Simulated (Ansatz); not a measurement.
Input and command of a calculation in Ansatz (plane waves; scalar-relativistic PAW potentials unless the input names others):

```yaml
crystal:
  lattice:
    - [-2.6844933585, 2.6844933585, 3.8450117537]
    - [2.6844933585, -2.6844933585, 3.8450117537]
    - [2.6844933585, 2.6844933585, -3.8450117537]
  atoms:
    - { symbol: Sr, position: [0.75, 0.25, 0.5] }
    - { symbol: Sr, position: [0.25, 0.75, 0.5] }
    - { symbol: Ti, position: [0.0, 0.0, 0.0] }
    - { symbol: Ti, position: [0.5, 0.5, 0.0] }
    - { symbol: O, position: [0.25, 0.25, 0.0] }
    - { symbol: O, position: [0.75, 0.75, 0.0] }
    - { symbol: O, position: [0.7171054185, 0.2171054185, 0.934210837] }
    - { symbol: O, position: [0.2171054185, 0.2828945815, 0.5] }
    - { symbol: O, position: [0.2828945815, 0.7828945815, 0.065789163] }
    - { symbol: O, position: [0.7828945815, 0.7171054185, 0.5] }
basis:
  ecutwfc: 420
kpoints:
  mp_grid: { grid: [8, 8, 8] }
hamiltonian:
  xc: pbe
scf:
  occupations: { method: gaussian, width: 0.02 }
  lower_state_search: standard
output:
  forces: true
  eigenvalues: true
  stress: true
```

```bash
ansatz run input.yaml --threads 2 --pin off --max-ram 5120MiB --backend cpu --events-out ev --progress --plain --runs-dir out
```

Abridged log:
```
Basis set: ecut = 420 eV, 2141 PW (Γ), exchange–correlation on 80×80×80 points (8 copies of the dense FFT grid, shifted against one another)
Bands: 50, of which v1, the nominal top of the filled ones, is band 40 counted from 1 (39 counted from 0)
Symmetry: 16 space group operations
k-points: 59 of 512
SCF iter   1: F=—  HF=-15508.375676 eV  |F-HF|=—  |Δ(HF+E_count)|=         —  Δρ=1.87e-3  dr2=1.96e-3  ethr=1.77e-3  ⟨swp⟩=8.0  Hψ=13905  notcnv=0  defer=20
SCF iter   2: F=—  HF=-15508.377207 eV  |F-HF|=—  |Δ(HF+E_count)|=   1.53e-3  Δρ=9.06e-4  dr2=2.46e-4  ethr=2.45e-6  ⟨swp⟩=3.6  Hψ=7137  notcnv=0  defer=168
SCF iter   3: F=—  HF=-15508.377501 eV  |F-HF|=—  |Δ(HF+E_count)|=   2.94e-4  Δρ=2.05e-4  dr2=2.97e-5  ethr=3.07e-7  ⟨swp⟩=2.4  Hψ=4177  notcnv=0  defer=110
automatic band count: iteration 3 solves 49 bands in place of 50: the levels show a gap, and the empty bands left out lie too high to hold charge; the band table lists the bands solved (type scf.n_extra_bands for more)
SCF iter   4: F=—  HF=-15508.377483 eV  |F-HF|=—  |Δ(HF+E_count)|=   1.81e-5  Δρ=4.52e-5  dr2=4.13e-6  ethr=3.71e-8  ⟨swp⟩=2.3  Hψ=3691  notcnv=0  defer=110
SCF iter   5: F=—  HF=-15508.377482 eV  |F-HF|=—  |Δ(HF+E_count)|=   7.18e-7  Δρ=2.07e-5  dr2=6.75e-7  ethr=5.16e-9  ⟨swp⟩=2.2  Hψ=4009  notcnv=0  defer=110
SCF iter   6: F=-15508.377482 eV  HF=-15508.377482 eV  |F-HF|=6.26e-9  |Δ(HF+E_count)|=   1.65e-7  Δρ=3.18e-6  dr2=1.43e-8  ethr=1.25e-10  ⟨swp⟩=10.1  Hψ=14826  notcnv=0
SCF 1 converged in 6 iterations: F = -15508.377482 eV  dr2 = 1.43e-8
SCF converged after 6 iterations
Free energy (F): -15508.377482 eV
Harris-Foulkes:  -15508.377482 eV  (|F-HF|=6.26e-9)
Internal energy: -15508.377482 eV  (E = F + TS)
E sigma→0 (E₀):  -15508.377482 eV
Fermi energy:    11.937597 eV
--- Forces (eV/Å), atoms counted from 1 ---
  atom   1  Sr     0.00000000     0.00000000     0.00000000
  atom   2  Sr     0.00000000     0.00000000     0.00000000
  atom   3  Ti     0.00000000     0.00000000     0.00000000
  atom   4  Ti     0.00000000     0.00000000     0.00000000
  atom   5  O      0.00000000     0.00000000     0.00000000
  atom   6  O      0.00000000     0.00000000     0.00000000
  atom   7  O      0.00039905     0.00039905     0.00000000
  atom   8  O     -0.00039905     0.00039905     0.00000000
  atom   9  O     -0.00039905    -0.00039905     0.00000000
  atom  10  O      0.00039905    -0.00039905     0.00000000
--- Stress (GPa, compression-positive) ---
       19.237872       0.000000       0.000000
        0.000000      19.237872       0.000000
        0.000000       0.000000      19.272862
  P = ⅓ Tr σ = 19.2495 GPa (192.495 kbar)
```

Apart from outputs, empty bands and the relaxation, which only the reference makes, the input differs from a reference run on usual settings in scf.lower_state_search: not typed → "standard". The reference, at the same geometry, ended its own course with pressure 19.25 GPa, largest force 0.001 eV/Å, gap on the mesh 2.21 eV. This run converged in 6 SCF iterations with an energy at zero smearing within 0.01 meV/atom of the reference's, pressure 19.25 GPa, largest force 0.001 eV/Å, gap on the mesh 2.21 eV.

It took 7.9 s on 2 threads of Arm Neoverse V2 (shared host), peak memory 0.55 GiB.